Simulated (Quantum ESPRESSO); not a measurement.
# AlN in Quantum ESPRESSO: the effect of exact exchange

AlN:

```
CELL_PARAMETERS angstrom
0.00000 2.18399 2.18399
2.18399 0.00000 2.18399
2.18399 2.18399 0.00000
ATOMIC_POSITIONS crystal
Al 0.00000 0.00000 0.00000
N 0.25000 0.25000 0.25000
```

Measurements of this composition are mostly on another form, of space group No. 186.

Alike in all runs:

* Program: Quantum ESPRESSO 7.5
* Task: single point
* Functional: r2SCAN-X
* Potentials or basis: SG15 PBE 1.2
* Cutoff: 1197 eV
* Density cutoff: 4789 eV
* k mesh: 4 × 4 × 4
* Occupations: fixed
* Spin: no spin polarisation

| exact exchange | gap on the mesh (eV) |
| --- | --- |
| 0.05 | 4.24 |
| 0.1 | 4.59 |
| 0.15 | 4.95 |
| 0.25 | 5.66 |
| 0.35 | ? |
| 0.5 | 7.48 |

Problem. What does the run with exact exchange 0.35 give?

Solution. gap on the mesh 6.39 eV.

Worked out: A straight line through the other rows of the gap on the mesh, of slope 7.21 eV per unit of exact exchange, gives 6.39 eV, against the run's 6.39.

Caveats: all runs use coarse meshes.

A k mesh can miss the band edges.
